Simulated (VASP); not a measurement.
# Hg (I4/mmm) in VASP: further runs

The runs below take Hg through single point, with r2SCAN.

All numbers are computed with VASP 6.6.1; they aren't measurements. Logs are shortened: lines on timing, memory, paths and dates and some standing lists are left out, and cuts for length are marked.

## (1) The structure

The structure is tetragonal, space group I4/mmm (No. 139). The conventional cell has a = 3.753 Å, b = 3.753 Å, c = 3.834 Å, α = 90.00°, β = 90.00°, γ = 90.00°. Hg (site symmetry 4/mmm) is surrounded by 12 Hg at 3.27 to 3.75 Å.

## (2) Single point, r2SCAN

File POSCAR:

```
Hg
1.0
   -1.8767364354      1.8767364354      1.9168448550
    1.8767364354     -1.8767364354      1.9168448550
    1.8767364354      1.8767364354     -1.9168448550
Hg
1
Direct
    0.5000000000      0.5000000000      0.0000000000
```

File INCAR.step1:

```
PREC     = Accurate       # precision mode
ENCUT    = 520            # plane-wave cutoff, eV
ISMEAR   = 0              # smearing method
SIGMA    = 0.1            # smearing width, eV
LREAL    = False          # projectors in reciprocal space
LASPH    = True           # aspherical terms in the spheres
NELM     = 100            # most SCF steps
NBANDS   = 12             # bands
GGA      = PE             # functional
ALGO     = Normal         # electronic algorithm
EDIFF    = 1E-4           # SCF threshold, eV
LWAVE    = True           # write WAVECAR
LCHARG   = False          # write CHGCAR
```

File INCAR.step2:

```
PREC     = Accurate       # precision mode
ENCUT    = 520            # plane-wave cutoff, eV
EDIFF    = 1E-6           # SCF threshold, eV
ISMEAR   = 0              # smearing method
SIGMA    = 0.1            # smearing width, eV
LREAL    = False          # projectors in reciprocal space
LASPH    = True           # aspherical terms in the spheres
NELM     = 100            # most SCF steps
ALGO     = Normal         # electronic algorithm
ISIF     = 2              # what is computed and relaxed
LWAVE    = False          # write WAVECAR
LCHARG   = False          # write CHGCAR
METAGGA  = R2SCAN         # meta-GGA
LMIXTAU  = True         
NBANDS   = 12             # bands
ISTART   = 1
```

File KPOINTS:

```
regular mesh
0
Gamma
  6 6 6
```

Potentials or basis: VASP PAW PBE potentials, release 64 (Hg).

Run with:

```bash
cat potpaw_PBE.64/Hg/POTCAR > POTCAR
cp INCAR.step1 INCAR
mpirun -np 1 vasp_std > vasp.out
cp INCAR.step2 INCAR
mpirun -np 1 vasp_std > vasp.out
```

OUTCAR:

```text
PREC = Accurate
   ENCUT = 520
   EDIFF = 1E-6
   ISMEAR = 0
   LREAL = False
   LASPH = True
   NELM = 100
   ISIF = 2
   METAGGA = R2SCAN
   ISTART = 1

 ion  position               nearest neighbor table
   1  0.500  0.500  0.000-

  LATTYP: Found a body centered tetragonal cell.
 ALAT       =     3.7534728708
 C/A-ratio  =     1.0213713651

  Lattice vectors:

 A1 = (  -1.8767364354,   1.8767364354,   1.9168448550)
 A2 = (   1.8767364354,  -1.8767364354,   1.9168448550)
 A3 = (   1.8767364354,   1.8767364354,  -1.9168448550)

Analysis of symmetry for initial positions (statically):
=====================================================================
 Subroutine PRICEL returns:
 Original cell was already a primitive cell.

 Routine SETGRP: Setting up the symmetry group for a
 body centered tetragonal supercell.

 Subroutine GETGRP returns: Found 16 space group operations
 (whereof 16 operations were pure point group operations)
 out of a pool of 16 trial point group operations.

The static configuration has the point symmetry D_4h.

Analysis of symmetry for dynamics (positions and initial velocities):
=====================================================================
 Subroutine PRICEL returns:
 Original cell was already a primitive cell.

 Routine SETGRP: Setting up the symmetry group for a
 body centered tetragonal supercell.

 Subroutine GETGRP returns: Found 16 space group operations
 (whereof 16 operations were pure point group operations)
 out of a pool of 16 trial point group operations.

The dynamic configuration has the point symmetry D_4h.

 Subroutine INISYM returns: Found 16 space group operations
 (whereof 16 operations are pure point group operations),
 and found     1 'primitive' translations

----------------------------------------------------------------------------------------

                                     Primitive cell

  volume of cell :      27.0056

  direct lattice vectors                    reciprocal lattice vectors
    -1.876736435  1.876736435  1.916844855     0.000000000  0.266419935  0.260845315
     1.876736435 -1.876736435  1.916844855     0.266419935  0.000000000  0.260845315
     1.876736435  1.876736435 -1.916844855     0.266419935  0.266419935  0.000000000

  length of vectors
     3.273923257  3.273923257  3.273923257     0.372853672  0.372853672  0.376774686

  position of ions in fractional coordinates (direct lattice)
     0.500000000  0.500000000  0.000000000

  ion indices of the primitive-cell ions
   primitive index   ion index
                 1           1

----------------------------------------------------------------------------------------

 KPOINTS: regular mesh

Automatic generation of k-mesh.
 Grid dimensions read from file:
 generate k-points for:    6    6    6

 Generating k-lattice:

  Cartesian coordinates                     Fractional coordinates (reciprocal lattice)
     0.000000000  0.044403323  0.043474219     0.166666667  0.000000000  0.000000000
     0.044403323  0.000000000  0.043474219     0.000000000  0.166666667  0.000000000
     0.044403323  0.044403323  0.000000000     0.000000000  0.000000000  0.166666667

  Length of vectors
     0.062142279  0.062142279  0.062795781

  Shift w.r.t. Gamma in fractional coordinates (k-lattice)
     0.000000000  0.000000000  0.000000000

 Subroutine IBZKPT returns following result:
 ===========================================

 Found     30 irreducible k-points:

 Following reciprocal coordinates:
            Coordinates               Weight
  0.000000  0.000000  0.000000      1.000000
  0.166667  0.000000 -0.000000      8.000000
  0.333333  0.000000 -0.000000      8.000000
  0.500000 -0.000000  0.000000      4.000000
  0.166667  0.166667 -0.000000      8.000000
  0.333333  0.166667 -0.000000     16.000000
[... 16 lines left out ...]
 -0.333333 -0.333333  0.166667      8.000000
 -0.166667 -0.333333  0.166667      8.000000
 [... further k-points ...]
   k-points           NKPTS =     30   k-points in BZ     NKDIM =     30   number of bands    NBANDS=     12
   number of dos      NEDOS =    301   number of ions     NIONS =      1
   total plane-waves  NPLWV =  13824
   dimension x,y,z NGX =    24 NGY =   24 NGZ =   24
   dimension x,y,z NGXF=    48 NGYF=   48 NGZF=   48
   ions per type =               1
   NGX,Y,Z   is equivalent  to a cutoff of  12.19, 12.19, 12.19 a.u.
   NGXF,Y,Z  is equivalent  to a cutoff of  24.37, 24.37, 24.37 a.u.
 SYSTEM =  unknown system
   PREC   = accura    normal or accurate (medium, high low for compatibility)
   ISTART =      1    job   : 0-new  1-cont  2-samecut
   ICHARG =      0    charge: 1-file 2-atom 10-const
   ISPIN  =      1    spin polarized calculation?
   LNONCOLLINEAR =      F non collinear calculations
   LSORBIT =      F    spin-orbit coupling
   LASPH  =      T    aspherical Exc in radial PAW
   ENCUT  =  520.0 eV  38.22 Ry    6.18 a.u.   6.09  6.09  6.09*2*pi/ulx,y,z
   NELM   =    100;   NELMIN=  2; NELMDL=  0     # of ELM steps
   EDIFF  = 0.1E-05   stopping-criterion for ELM
   LREAL  =      F    real-space projection
   EDIFFG = 0.1E-04   stopping-criterion for IOM
   NSW    =      0    number of steps for IOM
   IBRION =     -1    ionic relax: 0-MD 1-quasi-New 2-CG
   NFREE  =      0    steps in history (QN), initial steepest desc. (CG)
   ISIF   =      2    stress and relaxation
   ISYM   =      2    0-nonsym 1-usesym 2-fastsym
   POTIM  = 0.5000    time-step for ionic-motion
   TEBEG  =    0.0;   TEEND  =   0.0 temperature during run
   PSTRESS=    0.0 pullay stress
   NELECT =      12.0000    total number of electrons
   NUPDOWN=      -1.0000    fix difference up-down
   EMIN   =  10.00;   EMAX   =-10.00  energy-range for DOS
   EFERMI =   0.00;   METHOD = LEGACY
   ISMEAR =     0;   SIGMA  =   0.10  broadening in eV -4-tet -1-fermi 0-gaus
   EFERMI_NEDOS =   21; number of points for ismear=-14 and -15
   IALGO  =     38    algorithm
   IMIX   =      4    mixing-type and parameters
     AMIX     =   0.40;   BMIX     =  1.00
     AMIX_MAG =   1.60;   BMIX_MAG =  1.00
  volume/ion in A,a.u.               =      27.01       182.24
  Fermi-wavevector in a.u.,A,eV,Ry     =   1.249254  2.360748 21.233735  1.560635
  Thomas-Fermi vector in A             =   2.383303
   LORBIT       =      0    0 simple, 1 ext, 2 COOP (PROOUT), +10 PAW based schemes
   METAGGA = R2SCAN    functional components
   LHFCALC =     F    Hartree Fock is set to
   AEXX    =    0.0000 exact exchange contribution
   IVDW    =     0    specifies the selected vdW correction
   LEPSILON=     F    determine dielectric tensor
   LRPA    =     F    only Hartree local field effects (RPA)
 non-spin polarized calculation
 Gauss-broadening in eV      SIGMA  =   0.10
  energy-cutoff  :      520.00
  volume of cell :       27.01
 maximum number of plane-waves:       738
   NGX = 13   NGY = 13   NGZ = 13

 number of electron      11.9999998 magnetization

 Free energy of the ion-electron system (eV)
  ---------------------------------------------------
  ext. energy  EPLUGINS =         0.00000000
  ---------------------------------------------------
  free energy    TOTEN  =       -49.37090848 eV

  energy without entropy =      -49.36875795  energy(sigma->0) =      -49.36983322

 E-fermi :   1.7308     XC(G=0): -10.6598

 val. band max:        1.6719968380   @ k =  -0.3333   0.5000   0.3333
 cond. band min:       1.8054144927   @ k =   0.5000   0.5000   0.3333
 fundamental gap:      0.1334176547
 Fermi energy:         1.7308308710

 k-point     1 :       0.0000    0.0000    0.0000
  band No.  band energies     occupation
      1      -6.5494      2.00000
      2      -5.4490      2.00000
      3      -5.4490      2.00000
      4      -5.4038      2.00000
      5      -4.7600      2.00000
      6      -4.7109      2.00000
      7      16.4492      0.00000
      8      16.6116      0.00000
      9      16.6116      0.00000
     10      16.9455      0.00000
     11      17.2982      0.00000
     12      17.2982      0.00000

 k-point     2 :       0.1667    0.0000   -0.0000
  band No.  band energies     occupation
      1      -5.9782      2.00000
      2      -5.5133      2.00000
      3      -5.2957      2.00000
      4      -5.1557      2.00000
      5      -4.8231      2.00000
      6      -4.7225      2.00000
      7      11.5276      0.00000
      8      14.6238      0.00000
      9      14.7703      0.00000
     10      16.4577      0.00000
     11      17.0758      0.00000
     12      17.6893      0.00000

 k-point     3 :       0.3333    0.0000   -0.0000
  band No.  band energies     occupation
      1      -5.8895      2.00000
      2      -5.6802      2.00000
      3      -4.8435      2.00000
      4      -4.7189      2.00000
      5      -4.5606      2.00000
      6      -3.3019      2.00000
      7       5.4932      0.00000
      8      11.9430      0.00000
      9      12.6918      0.00000
     10      15.9444      0.00000
     11      16.8600      0.00000
     12      19.9838      0.00000
[... 286 lines left out ...]
 k-point    23 :      -0.3333   -0.3333    0.1667
  band No.  band energies     occupation
      1      -5.5301      2.00000
      2      -5.4756      2.00000
      3      -5.2848      2.00000
      4      -4.7222      2.00000
      5      -4.4500      2.00000
      6      -0.1079      2.00000
      7       4.3229      0.00000
      8       6.0279      0.00000
      9      12.3247      0.00000
     10      14.7250      0.00000
     11      16.8995      0.00000
     12      18.3238      0.00000

 k-point    24 :      -0.1667   -0.3333    0.1667
  band No.  band energies     occupation
      1      -5.5892      2.00000
      2      -5.3857      2.00000
      3      -5.1666      2.00000
      4      -4.9259      2.00000
      5      -4.5985      2.00000
      6      -2.6903      2.00000
      7       6.2085      0.00000
      8      10.0918      0.00000
      9      11.2015      0.00000
     10      15.1133      0.00000
     11      18.9371      0.00000
     12      19.3292      0.00000

 [... further k-points ...]

------------------------ aborting loop because EDIFF is reached ----------------------------------------

  FORCE on cell =-STRESS in cart. coord.  units (eV):
  Direction    XX          YY          ZZ          XY          YZ          ZX
  --------------------------------------------------------------------------------------
  -------------------------------------------------------------------------------------
  Total       -0.0266511     -0.0266511      0.1062288      0.0000000     -0.0000000      0.0000000
  in kB       -1.5811484     -1.5811484      6.3023050      0.0000000     -0.0000000      0.0000000
  external PRESSURE =       1.0466694 kB  Pullay stress =       0.0000000 kB

 VOLUME and BASIS-vectors are now :
 -----------------------------------------------------------------------------
  energy-cutoff  :      520.00
  volume of cell :       27.01
      direct lattice vectors                 reciprocal lattice vectors
    -1.876736435  1.876736435  1.916844855     0.000000000  0.266419935  0.260845315
     1.876736435 -1.876736435  1.916844855     0.266419935  0.000000000  0.260845315
     1.876736435  1.876736435 -1.916844855     0.266419935  0.266419935  0.000000000

 POSITION                                       TOTAL-FORCE (eV/Angst)
 -----------------------------------------------------------------------------------
      0.00000      0.00000      1.91684        -0.000000      0.000000      0.000000
 -----------------------------------------------------------------------------------
    total drift:                               -0.000000      0.000000      0.000000

  FREE ENERGIE OF THE ION-ELECTRON SYSTEM (eV)
  ---------------------------------------------------
  free  energy   TOTEN  =       -49.3709084815 eV

  energy  without entropy=      -49.3687579513  energy(sigma->0) =      -49.36983322
```

Wall time 20 s (1 thread of Intel Xeon Platinum 8488C (Sapphire Rapids), shared host); peak memory 0.14 GiB.

Results:

```
Free energy            : -49.3709 eV
Pressure               : 0.1 GPa
Band gap on the k mesh : none (metal or under the smearing width)
```

Stress tensor (GPa, compression positive):
```
-0.16  0.00  0.00
 0.00 -0.16  0.00
 0.00  0.00  0.63
```

Levels at points of the mesh, in eV from the Fermi level:
```csv
k point,band 3,band 4,band 5,band 6,band 7,band 8,band 9,band 10
"(0.00, 0.00, 0.00)",-7.18,-7.13,-6.49,-6.44,14.72,14.88,14.88,15.21
"(0.50, 0.00, 0.00)",-6.54,-6.44,-5.96,-1.77,-0.81,9.10,10.20,14.11
"(0.50, 0.50, 0.00)",-6.48,-6.42,-5.95,-1.64,-0.73,8.77,9.82,13.68
"(0.50, 0.50, 0.50)",-6.09,-6.07,-6.07,2.18,3.64,4.09,4.09,9.74
```

Caveat: the k mesh is coarse (spacing up to 0.39 Å⁻¹), so the values aren't converged; the PAW data sets were made with another functional, which shifts forces and pressure a little.

(Part 1 of 2 ends here.)
